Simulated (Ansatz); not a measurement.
Below is a relaxed structure of CdS. It was relaxed at this level from a cell as deposited in COD.

The calculation used DFT PBE, scalar-relativistic, plane waves, PAW in Ansatz 0.2.0. Cutoff 420 eV, Γ-centred mesh, Gaussian smearing, no spin polarisation.

```cif
data_structure
_symmetry_space_group_name_H-M 'P 1'
_symmetry_Int_Tables_number 1
_cell_length_a 4.1905
_cell_length_b 4.1905
_cell_length_c 4.1905
_cell_angle_alpha 60.000
_cell_angle_beta 60.000
_cell_angle_gamma 60.000
_cell_volume 52.03
loop_
_atom_site_label
_atom_site_type_symbol
_atom_site_fract_x
_atom_site_fract_y
_atom_site_fract_z
_atom_site_occupancy
Cd1 Cd 0.00000 0.00000 0.00000 1
S1 S 0.75000 0.75000 0.75000 1
```

The zero of energy is the elements' standard structures at the same level; no fitted shifts are applied.

Problem. What space group does it have?

Solution. F-43m (No. 216), the zinc blende type. Conventional cell: a = 5.926 Å. Cd has 4 S at 2.57 Å; around S lie 4 Cd at 2.57 Å.

Problem. What is its formation energy per atom?

Solution. −0.658 eV/atom. It lies below the elements, which doesn't yet make it stable against other compounds or structures.

Problem. Is it a metal?

Solution. No, the gap on the 8×8×8 mesh is 1.04 eV.

The last run used an 8×8×8 mesh for its 2-atom cell and Gaussian smearing of 0.02 eV. Kohn–Sham gaps at this level usually fall short of measured ones. The reference form of S is held partly by dispersion forces, which this level lacks. Symmetry constrained the relaxation, so the result can be a saddle point.
